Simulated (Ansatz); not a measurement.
# A decomposition energy, worked out: BeTe3

These are results of DFT PBE, scalar-relativistic, plane waves, PAW (Ansatz), not measurements. All cells share a 420 eV cutoff and Γ-centred k meshes spaced at most about 0.3 Å⁻¹ (about 0.25 or finer for metals, 2π included). No spin polarisation.

Formation energies are uncorrected and refer to the elements' standard structures at the same level.

Temperature and zero-point effects are left out. Spin–orbit coupling, which can matter for Te, is left out. The reference form of Te is held partly by dispersion forces, which this level lacks.

A trial structure of BeTe3 (reached from: random cell; relaxed: space group Im-3m (No. 229), a = 6.012 Å) has a formation energy of 0.291 eV/atom. It holds Te–Te bonds in all directions (shortest 3.01 Å). At its composition the lowest mixture among the elements and 1 reference phase computed alike (others may be missing) consists of these:

```
       phase   source  ΔE_f (eV/atom)
  Te (solid)  element           0.000
BeTe (F-43m)      COD          -0.361
```

Question: Write the balanced decomposition and find its energy per atom, per formula unit and per mole of formula units.

Answer: Balancing Be and Te gives BeTe3 → 2 Te + BeTe. The left side holds 4 atoms, and the products take 2/4 (Te) and 2/4 (BeTe) of them. The mixture therefore lies at 2/4 × (0.000) + 2/4 × (-0.361) = -0.181 eV/atom. The reaction energy is -0.181 − (0.291) = -0.472 eV/atom. Times 4 atoms that is -1.888 eV per BeTe3, and times 96.485 it is -182 kJ per mole of BeTe3. Decomposition is downhill, so the trial structure is unstable against this mixture.
